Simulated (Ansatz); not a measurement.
HfO$_{2}$ (P2_1/c) under several functionals

Plane-wave DFT in Ansatz with scalar-relativistic PAW potentials. The same structure was relaxed (cell and atoms, symmetry kept) in separate runs at each level. No spin polarisation.

How do the levels PBE, PBE+D3(BJ), PBEsol compare?

| level | cutoff (eV) | k mesh | V (Å³/atom) | a (Å) | b (Å) | c (Å) | β (°) | gap (eV) |
| --- | --- | --- | --- | --- | --- | --- | --- | --- |
| PBEsol | 420 | 6×6×6 | 11.425 | 5.096 | 5.177 | 5.271 | 99.622 | 3.97 |
| PBE+D3(BJ) | 420 | 6×6×6 | 11.629 | 5.126 | 5.202 | 5.306 | 99.505 | 4.04 |
| PBE | 420 | 6×6×6 | 11.827 | 5.161 | 5.212 | 5.352 | 99.650 | 4.04 |

The usual order of volumes, PBEsol < PBE, holds here (11.425, 11.827 Å³/atom). As a rule PBEsol, built on the gradient expansion of slowly varying densities, lies between LDA and PBE; PBE's stronger gradient term for exchange weakens bonds. Adding D3 to PBE changes the volume by -1.7 %; the term is attractive, so it pulls cells in. In ionic crystals its C6 for cations, set by coordination number and not by charge, is often too large, so it can pull in too far. Each gap belongs to its own cell, so it mixes the functional's effect with that of the volume; gaps are the least found on the k mesh or on a band path.

Spin-orbit coupling is left out, which matters for the bands of heavy elements.